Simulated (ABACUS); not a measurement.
Something may be wrong with this ABACUS 3.10.1 calculation of Pb.

The input INPUT:

```
INPUT_PARAMETERS
suffix              Pb
calculation         scf
basis_type          lcao
pseudo_dir          ./PP/
orbital_dir         ./
symmetry            1
dft_functional      pbe
ecutwfc             100
pseudo_rcut         7
nspin               1
nbands              26
ks_solver           genelpa
smearing_method     fd
smearing_sigma      0.00367493
scf_thr             1e-06
scf_nmax            50
mixing_type         broyden
mixing_beta         0.3
cal_force           1
out_mul             1
mixing_ndim         12
```

Contents of STRU:

```
ATOMIC_SPECIES
Pb 207.2000 Pb.upf

NUMERICAL_ORBITAL
Pb_confined-atom_8au_1s1p1d.orb

LATTICE_CONSTANT
1.8897261246

LATTICE_VECTORS
3.4800006906 0.0000000000 0.0000000000
-1.7400003453 3.0137690032 0.0000000000
0.0000000000 0.0000000000 20.5900000000

ATOMIC_POSITIONS
Direct

Pb
0.0
3
0.3333333333 0.6666666666 0.3642544925 1 1 1
0.6666666667 0.3333333334 0.5000000000 1 1 1
0.3333333333 0.6666666666 0.6357455075 1 1 1
```

Contents of KPT:

```
K_POINTS
0
Gamma
6 6 1 0 0 0
```

Potentials or basis: PseudoDojo NC SR 0.4.1 PBE standard, SZ LCAO (the cutoffs set its grid).

Launch:

```console
$ OMP_NUM_THREADS=4 abacus > log
```

running log:

```text
ABACUS v3.10.1

               Atomic-orbital Based Ab-initio Computation at UStc

 ------------------------------------------------------------------------------------

 READING GENERAL INFORMATION
                           global_out_dir = OUT.Pb/
                           global_in_card = INPUT
                               pseudo_dir = ./PP/
                              orbital_dir = ./
                                    DSIZE = 1
                                    GSIZE = 1

 READING UNITCELL INFORMATION
                                    ntype = 1
                  lattice constant (Bohr) = 1.88973
              lattice constant (Angstrom) = 1

 READING ATOM TYPE 1
                               atom label = Pb
                      L=0, number of zeta = 1
                      L=1, number of zeta = 1
                      L=2, number of zeta = 1
             number of atom for this type = 3

                        TOTAL ATOM NUMBER = 3
DIRECT COORDINATES
    atom                   x                   y                   z     mag                  vx                  vy                  vz
taud_Pb1            0.3333333333        0.6666666666        0.3642544925  0.0000        0.0000000000        0.0000000000        0.0000000000
taud_Pb2            0.6666666667        0.3333333334        0.5000000000  0.0000        0.0000000000        0.0000000000        0.0000000000
taud_Pb3            0.3333333333        0.6666666666        0.6357455075  0.0000        0.0000000000        0.0000000000        0.0000000000

                          Volume (Bohr^3) = 1457.28
                             Volume (A^3) = 215.946

 Lattice vectors: (Cartesian coordinate: in unit of a_0)
                +3.48                  +0                  +0
                -1.74            +3.01377                  +0
                   +0                  +0              +20.59
 Reciprocal vectors: (Cartesian coordinate: in unit of 2 pi/a_0)
            +0.287356           +0.165905                  -0
                   -0            +0.33181                  -0
                   +0                  -0          +0.0485673
 The esolver type has been set to : ksdft_lcao

 !!!!!!!!!!!!!!!!!!!!!!!!!!!!!!!!!!!!!!!!!!!!!!!!!!!!!!!!!
                         NOTICE
 !!!!!!!!!!!!!!!!!!!!!!!!!!!!!!!!!!!!!!!!!!!!!!!!!!!!!!!!!

 Couldn't find pseudopotential file.
 CHECK IN FILE : OUT.Pb/warning.log

 !!!!!!!!!!!!!!!!!!!!!!!!!!!!!!!!!!!!!!!!!!!!!!!!!!!!!!!!!
                         NOTICE
 !!!!!!!!!!!!!!!!!!!!!!!!!!!!!!!!!!!!!!!!!!!!!!!!!!!!!!!!!
 Check in file : OUT.Pb/warning.log
```

On the terminal:

```text
ABACUS v3.10.1

               Atomic-orbital Based Ab-initio Computation at UStc

 Pseudopotential directory now is : ./PP/Pb.upf

 !!!!!!!!!!!!!!!!!!!!!!!!!!!!!!!!!!!!!!!!!!!!!!!!!!!!!!!!!
                         NOTICE
 !!!!!!!!!!!!!!!!!!!!!!!!!!!!!!!!!!!!!!!!!!!!!!!!!!!!!!!!!

 Couldn't find pseudopotential file.
 CHECK IN FILE : OUT.Pb/warning.log

 !!!!!!!!!!!!!!!!!!!!!!!!!!!!!!!!!!!!!!!!!!!!!!!!!!!!!!!!!
                         NOTICE
 !!!!!!!!!!!!!!!!!!!!!!!!!!!!!!!!!!!!!!!!!!!!!!!!!!!!!!!!!
```

Task: What happened, and what is wrong with the input?

Result: The input was rejected before any iteration. The input holds a flaw that was put in on purpose: potential folder that holds no file (pseudo_dir = ./PP/).
